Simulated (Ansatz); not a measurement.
Cl2 on the (100) surface of TiC, space group Fm-3m (No. 225) (top face towards +c; held atoms: 1, 2, 3, 4, 5, 6, 7, 8, 9, 10, 11, 12, 13, 14, 15, 16), one molecule per 36.8 Å². Starting structure (random tilt, lowest atom Cl over a hollow Ti-Ti site; the molecule's atoms stand last):

```
CELL_PARAMETERS angstrom
6.06863 0.00000 0.00000
0.00000 6.06863 0.00000
0.00000 0.00000 24.99745
ATOMIC_POSITIONS crystal
Ti 0.25000 0.25000 0.32003
Ti 0.25000 0.75000 0.32003
Ti 0.75000 0.25000 0.32003
Ti 0.75000 0.75000 0.32003
C 0.50000 0.50000 0.32003
C 0.50000 0.00000 0.32003
C 0.00000 0.50000 0.32003
C 0.00000 0.00000 0.32003
Ti 0.50000 0.50000 0.40586
Ti 0.50000 0.00000 0.40586
Ti 0.00000 0.50000 0.40586
Ti 0.00000 0.00000 0.40586
C 0.75000 0.75000 0.40586
C 0.75000 0.25000 0.40586
C 0.25000 0.75000 0.40586
C 0.25000 0.25000 0.40586
Ti 0.75000 0.75000 0.49085
Ti 0.75000 0.25000 0.49085
Ti 0.25000 0.75000 0.49085
Ti 0.25000 0.25000 0.49085
C 0.00000 0.00000 0.49153
C 0.00000 0.50000 0.49153
C 0.50000 0.00000 0.49153
C 0.50000 0.50000 0.49153
Ti 0.00000 0.00000 0.57465
Ti 0.00000 0.50000 0.57465
Ti 0.50000 0.00000 0.57465
Ti 0.50000 0.50000 0.57465
C 0.25000 0.25000 0.57969
C 0.25000 0.75000 0.57969
C 0.75000 0.25000 0.57969
C 0.75000 0.75000 0.57969
Cl 0.75000 0.00000 0.69730
Cl 0.43726 0.95449 0.71973
```

Computed with DFT PBE+D3(BJ), scalar-relativistic, plane waves, PAW in Ansatz. Cutoff 420 eV; k points 3×3×1 on the computed 34-atom cell (Γ-centred); Gaussian smearing, width 0.10 eV; no spin polarisation. A dipole correction removes the field between periodic images along c.

E_ads is per molecule, from the clean relaxed slab and the free relaxed molecule; negative means bound; no zero-point or thermal terms, forces under 0.04 eV/Å, and the free molecule is spin-polarised where open-shell. Heights count from the highest slab atom.

Question: What does it relax to?

Answer: E_ads = -1.70 eV; the molecule splits into Cl + Cl. Final structure after 16 steps:

```
CELL_PARAMETERS angstrom
6.06863 0.00000 0.00000
0.00000 6.06863 0.00000
0.00000 0.00000 24.99745
ATOMIC_POSITIONS crystal
Ti 0.25000 0.25000 0.32003
Ti 0.25000 0.75000 0.32003
Ti 0.75000 0.25000 0.32003
Ti 0.75000 0.75000 0.32003
C 0.50000 0.50000 0.32003
C 0.50000 0.00000 0.32003
C 0.00000 0.50000 0.32003
C 0.00000 0.00000 0.32003
Ti 0.50000 0.50000 0.40586
Ti 0.50000 0.00000 0.40586
Ti 0.00000 0.50000 0.40586
Ti 0.00000 0.00000 0.40586
C 0.75000 0.75000 0.40586
C 0.75000 0.25000 0.40586
C 0.25000 0.75000 0.40586
C 0.25000 0.25000 0.40586
Ti 0.74997 0.75312 0.49237
Ti 0.74998 0.24690 0.49237
Ti 0.24993 0.75309 0.49238
Ti 0.24993 0.24691 0.49238
C 0.99988 0.00002 0.49152
C 0.99997 0.50001 0.49140
C 0.49992 0.00000 0.49151
C 0.49996 0.50002 0.49141
Ti 0.99984 0.00005 0.58287
Ti 0.99988 0.50001 0.57514
Ti 0.49986 0.99998 0.58285
Ti 0.49990 0.50000 0.57511
C 0.24983 0.25478 0.57773
C 0.24984 0.74528 0.57774
C 0.74985 0.25479 0.57773
C 0.74984 0.74526 0.57774
Cl 0.99918 0.00039 0.67674
Cl 0.49915 0.00016 0.67671
```

Each end is the local minimum that its start leads to. The pieces were run without spin polarisation.